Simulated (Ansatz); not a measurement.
# Si3N4 (P-43m) in Ansatz: single point with PBE

Aim: the single point of Si3N4 with PBE.

Program: Ansatz 0.2.0. These are calculated values, not measurements. Logs are shortened: lines on timing, memory, paths and dates and some standing lists are left out, and cuts for length are marked.

**1. The structure**

It takes space group P-43m (No. 215, cubic). Conventional cell: a = 4.131 Å, b = 4.131 Å, c = 4.131 Å, α = 90.00°, β = 90.00°, γ = 90.00°. Si (site symmetry -42m) has 4 N at 1.77 Å as nearest neighbours. N (site symmetry 3m) is surrounded by 3 Si at 1.77 Å.

The cell was built by a generator and needn't be a form met in nature.

**2. Single point, PBE**

The input, input.yaml:

```yaml
crystal:
  lattice:
    - [4.13078, 0.0, 0.0]
    - [0.0, 4.13078, 0.0]
    - [0.0, 0.0, 4.13078]
  atoms:
    - { symbol: Si, position: [0.0, 0.0, 0.5] }
    - { symbol: Si, position: [0.5, 0.0, 0.0] }
    - { symbol: Si, position: [0.0, 0.5, 0.0] }
    - { symbol: "N", position: [0.23952, 0.23952, 0.76048] }
    - { symbol: "N", position: [0.76048, 0.76048, 0.76048] }
    - { symbol: "N", position: [0.23952, 0.76048, 0.23952] }
    - { symbol: "N", position: [0.76048, 0.23952, 0.23952] }
kpoints:
  mp_grid: { grid: [4, 4, 4] }
scf:
  occupations: { method: fermi_dirac, width: 0.03 }
hamiltonian:
  xc: pbe
  pseudopotentials: { kind: all_electron, lapw: { basis_error: 0.002 } }
output:
  forces: true
  stress: true
  eigenvalues: true
```

Potentials or basis: all-electron LAPW, scalar-relativistic.

The run is started by

```bash
ansatz run input.yaml --threads 4 --pin off --max-ram 12288MiB --backend cpu --events-out ev --progress --plain --runs-dir out
```

The program printed:

```text
Warning: RAYON_NUM_THREADS=4 ignored (pool sized by the plan → 4); use --threads N
LAPW: plane waves up to 10.221 Å⁻¹, error target 2.0e-3 eV per atom; small_component_spin mean_spin; N in spheres of 0.845 Å, 7 of its electrons in bands, Dirac shells []; Si in spheres of 0.920 Å, 12 of its electrons in bands, Dirac shells [] (how accurate: hamiltonian.pseudopotentials.lapw.basis_error, Limitations)
Engine: ansatz 0.2.0, aarch64-unknown-linux-gnu
Pseudopotentials: kind: all_electron
Pseudopotential: Si, LAPW, valence charge 12, lapw/all_electron/scalar/gaussian/Si, Koelling and Harmon's equation, gaussian nucleus
Pseudopotential: N, LAPW, valence charge 7, lapw/all_electron/scalar/gaussian/N, Koelling and Harmon's equation, gaussian nucleus
Functional definition: PBE
  parameter kappa = 0.804
  parameter beta = 0.06672455060314922
  exchange = pbe_x(kappa = kappa, mu = beta*pi^2/3)
  correlation = pbe_c(beta = beta)
Crystal: 7 atoms, lattice volume = 70.485 Å³
Basis set: ecut = 398.00682553637927 eV, 1309 PW (Γ), exchange–correlation at level 2
Bands: 39, of which v1, the nominal top of the filled ones, is band 32 counted from 1 (31 counted from 0)
Symmetry: 24 space group operations
Space group: P-43m (ITA 215), of the structure as read, at distance tolerance 4.1e-5 Å
k-points: 10 of 64 (time reversal used)
Non-local potential: Si, projectors of the file, none
Non-local potential: N, projectors of the file, none
Initial density: superposition of atomic densities (chi_scale 0.1, normalization cell, long waves kept (reshape's long-wave potential 0.05 eV rms))
Initial wavefunctions: plane waves of lowest kinetic energy (no species holds an atomic orbital)
Functional: x = pbe(κ = 0.804, μ = 0.2195149727645171), c = pbe(β = 0.06672455060314922)
iter 1 solved again at ethr=2.98e-2 eV; its pass at ethr=1.00e-1 eV (dr2=1.91e1 eV) is discarded
SCF iter   1: F=—  HF=-29650.827069 eV  |F-HF|=—  |Δ(HF+E_count)|=         —  Δρ=1.59e-1  dr2=1.91e1  ethr=2.98e-2  ⟨swp⟩=2.0  Hψ=2697  notcnv=0
preconditioner: auto → Resta (q_TF=auto, 2.685 Å⁻¹)  ε∞=3.7  [insulator: Δε(μ)=5.310 eV  Ē_g=15.209 eV  σ=0.030 eV  W_gap=1.00  n_scr=26 (ndim 8)  ℏωp=25.0 eV  f_vac=0.001  D(μ)=0.00/eV (n_scr^D=0)  ε∞_Penn≈3.7]
iter 2 solved again at ethr=1.65e-3 eV; its pass at ethr=2.98e-2 eV (dr2=1.05e0 eV) is discarded
SCF iter   2: F=—  HF=-29643.199704 eV  |F-HF|=—  |Δ(HF+E_count)|=    7.63e0  Δρ=4.21e-2  dr2=1.05e0  ethr=1.65e-3  ⟨swp⟩=2.0  Hψ=2053  notcnv=0
SCF iter   3: F=—  HF=-29643.114241 eV  |F-HF|=—  |Δ(HF+E_count)|=         —  Δρ=2.73e-2  dr2=5.14e-1  ethr=1.64e-3  ⟨swp⟩=2.0  Hψ=1092  notcnv=0
the basis was enlarged: its passes take 648.6 KiB over the memory plan, 4 of 4 planned eigensolver slots
SCF iter   4: F=—  HF=-29643.082952 eV  |F-HF|=—  |Δ(HF+E_count)|=   3.13e-2  Δρ=2.94e-3  dr2=4.02e-3  ethr=8.03e-4  ⟨swp⟩=3.0  Hψ=1192  notcnv=0
SCF iter   5: F=—  HF=-29643.085411 eV  |F-HF|=—  |Δ(HF+E_count)|=   2.46e-3  Δρ=5.83e-4  dr2=1.88e-4  ethr=6.27e-6  ⟨swp⟩=3.0  Hψ=1184  notcnv=0
SCF iter   6: F=—  HF=-29643.085653 eV  |F-HF|=—  |Δ(HF+E_count)|=   2.42e-4  Δρ=1.94e-4  dr2=2.71e-5  ethr=2.93e-7  ⟨swp⟩=3.0  Hψ=1147  notcnv=0
SCF iter   7: F=—  HF=-29643.085659 eV  |F-HF|=—  |Δ(HF+E_count)|=   6.38e-6  Δρ=4.11e-5  dr2=7.53e-7  ethr=4.23e-8  ⟨swp⟩=3.0  Hψ=1151  notcnv=0
SCF iter   8: F=-29643.085659 eV  HF=-29643.085659 eV  |F-HF|=5.23e-8  |Δ(HF+E_count)|=   1.77e-7  Δρ=9.13e-6  dr2=5.21e-8  ethr=1.18e-9  ⟨swp⟩=3.0  Hψ=1182  notcnv=0
SCF 1 converged in 8 iterations: F = -29643.085659 eV  dr2 = 5.21e-8
SCF converged after 8 iterations
Free energy (F): -29643.085659 eV
Harris-Foulkes:  -29643.085659 eV  (|F-HF|=5.23e-8)
Internal energy: -29643.085659 eV  (E = F + TS)
E sigma→0 (E₀):  -29643.085659 eV
Fermi energy:    10.874815 eV
--- Per-component energies (eV) ---
  E_band       = -5024.554584
  E_kinetic    = 29692.977156
  E_xc         = -2463.444153
  E_electrostatic = -56872.618662  (all electrons and nuclei)
  E_smearing   = -0.000000  (= −TS)
  E_closure    = 0.000000  (closes the sum)
  E_atoms      = -29587.540709  (free atoms, spherical and without spin; not in F)
  Σ components = -29643.085659   (vs F -29643.085659, Δ=0.00e0)
  Basis errors (estimates in eV, not in F): energy 1.0e-3 per atom: plane waves 9.4e-4 (6.0e-4 summed), levels above the bands 4.3e-115, relativity 3.2e-8, radial functions 9.9e-5, core shells 3.7e-12; eigenvalues (radial functions only) 9.5e-6; not estimated: angular momenta, meshes, grids; target (lapw.basis_error) 2.0e-3; muffin-tin radii N 0.845 Å, Si 0.920 Å
--- Forces (eV/Å), atoms counted from 1 ---
  atom   1  Si    -0.00000000    -0.00000000    -0.00000000
  atom   2  Si    -0.00000000    -0.00000000     0.00000000
  atom   3  Si    -0.00000000     0.00000000    -0.00000000
  atom   4  N      0.00292216     0.00292216    -0.00292216
  atom   5  N     -0.00292216    -0.00292216    -0.00292216
  atom   6  N      0.00292216    -0.00292216     0.00292216
  atom   7  N     -0.00292216     0.00292216     0.00292216
  max |Σ_I F_I| component: 4.34e-18 eV/Å
--- Stress (GPa, compression-positive) ---
        0.039832       0.000000       0.000000
        0.000000       0.039832      -0.000000
        0.000000      -0.000000       0.039832
  P = ⅓ Tr σ = 0.0398 GPa (0.398 kbar)
--- Band table (eV; the first three rows and the last of 10) ---
  k-point 0: bands = ["-365.1996", "-365.1996", "-365.1996", "-365.1996", "-124.1533", "-124.1529", "-124.1529", "-80.2199", "-80.2199", "-80.2199", "-80.2197", "-80.2197", "-80.2197", "-80.1774", "-80.1774", "-80.1774", "-8.4712", "-4.6019", "-4.6019", "-4.6019", "0.8872", "0.8872", "5.0118", "5.0118", "5.0118", "5.0319", "6.1728", "6.1728", "6.1728", "9.3103", "9.3103", "9.3103", "12.2348", "12.2348", "12.2348", "13.7024", "16.3210", "16.3210", "19.7172"]
  k-point 1: bands = ["-365.1996", "-365.1996", "-365.1996", "-365.1996", "-124.1532", "-124.1529", "-124.1529", "-80.2199", "-80.2199", "-80.2199", "-80.2197", "-80.2197", "-80.2197", "-80.1774", "-80.1774", "-80.1774", "-8.1337", "-5.3992", "-4.5563", "-4.5563", "1.1601", "1.7917", "4.4108", "4.6561", "4.6561", "5.1032", "5.7166", "6.1034", "6.1034", "8.3964", "9.1722", "9.1722", "12.8778", "13.5099", "13.5099", "14.8441", "17.0496", "17.6098", "19.8206"]
  k-point 2: bands = ["-365.1996", "-365.1996", "-365.1996", "-365.1996", "-124.1531", "-124.1530", "-124.1529", "-80.2199", "-80.2198", "-80.2198", "-80.2197", "-80.2197", "-80.2196", "-80.1774", "-80.1774", "-80.1774", "-7.5260", "-6.3787", "-4.5094", "-4.5094", "1.5422", "3.3498", "3.7362", "3.7465", "4.2909", "4.2909", "6.1576", "6.1576", "6.3274", "7.2464", "8.9663", "8.9663", "14.3751", "15.2563", "15.2563", "15.2862", "18.0408", "18.8872", "19.8007"]
  k-point 9: bands = ["-365.1996", "-365.1996", "-365.1996", "-365.1996", "-124.1530", "-124.1530", "-124.1530", "-80.2208", "-80.2208", "-80.2208", "-80.2188", "-80.2188", "-80.2188", "-80.1796", "-80.1764", "-80.1764", "-5.7089", "-5.7089", "-5.7089", "-5.5796", "0.5546", "0.5546", "0.5546", "4.0794", "6.6770", "6.6770", "6.7724", "6.7724", "6.7724", "9.5134", "9.5134", "9.5134", "15.2223", "15.2223", "15.2223", "17.9136", "17.9136", "17.9136", "19.5349"]
```

Wall time 13 s (4 threads of Arm Neoverse N1, shared host); peak memory 0.43 GiB.

Results:

* Free energy: -29643.0857 eV
* Pressure: 0.0 GPa
* Largest force: 0.005 eV/Å
* Band gap on the k mesh: 2.72 eV, indirect (least direct gap 2.92 eV)

Forces in eV/Å, atoms in the order of the input:
```
Si   0.000  0.000  0.000
Si   0.000  0.000  0.000
Si   0.000  0.000  0.000
N    0.003  0.003 -0.003
N   -0.003 -0.003 -0.003
N    0.003 -0.003  0.003
N   -0.003  0.003  0.003
```

Levels at points of the mesh, in eV from the valence-band top:
```tsv
k point	band 28	band 29	band 30	band 31	band 32	band 33	band 34	band 35	band 36	band 37
(0.00, 0.00, 0.00)	-3.34	-3.34	-0.20	-0.20	-0.20	2.72	2.72	2.72	4.19	6.81
(0.00, 0.00, -0.50)	-3.36	-3.19	-2.27	-0.55	-0.55	4.86	5.74	5.74	5.77	8.53
(0.00, -0.50, -0.50)	-3.17	-2.49	-1.78	-0.25	-0.25	6.27	6.27	7.90	7.91	8.33
(-0.50, -0.50, -0.50)	-2.74	-2.74	0.00	0.00	0.00	5.71	5.71	5.71	8.40	8.40
```
